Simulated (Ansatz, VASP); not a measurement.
**Two plane-wave programs on H4C**

```xyz
5
Lattice="-2.4789 2.4789 2.4789 2.4789 -2.4789 2.4789 2.4789 2.4789 -2.4789" Properties=species:S:1:pos:R:3 pbc="T T T"
H     1.8501    1.8501   -1.8501
H    -1.8501    1.8501    1.8501
H     1.8501   -1.8501    1.8501
H     0.6289    0.6289    0.6289
C     0.0000    0.0000    0.0000
```

The cell comes from a database or a generator and needn't be the stable form of this composition.

Alike in both runs: task single point; functional PBEsol; k mesh 6 × 6 × 6; occupations gaussian, width 0.1 eV; no spin polarisation.

```csv
,VASP,Ansatz
version,VASP 6.6.1,Ansatz 0.2.0
potentials or method,"VASP PAW PBE potentials, release 64 (H, C)","scalar-relativistic, plane waves, PAW"
plane-wave cutoff (eV),520,420
valence electrons in the cell,8,8
```

Ansatz gave:

- gap on the k mesh at the Fermi level (eV): 7.68
- least direct gap on the mesh (eV): 7.68
- pressure (GPa): 1.1
- rms of the force components (eV/Å): 0.157

Problem. Estimate VASP's values.

Solution. gap on the k mesh at the Fermi level (eV): 7.68; least direct gap on the mesh (eV): 7.68; pressure (GPa): 1.1; rms of the force components (eV/Å): 0.174.

Atom by atom the forces differ by 0.017 eV/Å (rms over components). The functional is the same, so the differences come from potentials, cutoffs and numerics.

Caveats: the PAW data sets were made with another functional, which shifts forces and pressure a little (VASP). A k mesh can miss the band edges. Expect the measured gap to be larger: semilocal functionals such as PBEsol lack the derivative discontinuity.
